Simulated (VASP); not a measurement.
Write the native input for VASP 6.6.1 that does the following.

```
Task                   : electrostatic potential
Functional             : PBE
Dispersion             : D3(BJ)
Potentials or basis    : VASP PAW PBE potentials, release 64 (Pb_d, Se)
Cutoff                 : 520 eV
k mesh                 : 10 × 10 × 10
Occupations            : gaussian, width 0.02 eV
Spin                   : no spin polarisation
Further INCAR settings : ALGO = Fast; EDIFF = 1e-06
```

The structure of PbSe lies in POSCAR:

```
PbSe                                    
1.0
   -0.0000000000      3.0673038507      3.0673038507
    3.0673038507      0.0000000000      3.0673038507
    3.0673038507      3.0673038507      0.0000000000
  Pb              Se            
     1     1
Direct
     0.0000000000000000    0.0000000000000000    0.0000000000000000
     0.5000000000000000    0.5000000000000000    0.5000000000000000
```

The cell was built by a generator and needn't be a form met in nature.

One way to write it, as run:

INCAR

```
PREC = Accurate ; ENCUT = 520
EDIFF = 1E-6 ; ISMEAR = 0
SIGMA = 0.02 ; LREAL = False
LASPH = True ; NELM = 80
ALGO = Fast ; ISIF = 2
LWAVE = False ; LCHARG = True
GGA = PE ; IVDW = 12
LVHAR = True
```

KPOINTS

```
regular mesh
0
Gamma
  10 10 10
```

Potentials or basis: VASP PAW PBE potentials, release 64 (Pb_d, Se).

The run is started by

```bash
$ cat potpaw_PBE.64/Pb_d/POTCAR potpaw_PBE.64/Se/POTCAR > POTCAR
$ mpirun -np 1 vasp_std > vasp.out
```

It gave:

```yaml
Pressure: 0.0 GPa
Band_gap_on_the_k_mesh: 0.31 eV, direct
Dispersion_energy_per_atom: -0.366 eV
```

Caveat: spin-orbit coupling is left out, which as a rule narrows the gap of such compounds by several tenths of an eV.

Wall time 26 s on 1 thread of Intel(R) Xeon(R) Platinum 8259CL CPU @ 2.50GHz (Skylake/Cascade Lake), on a shared host, peak memory 0.21 GiB.
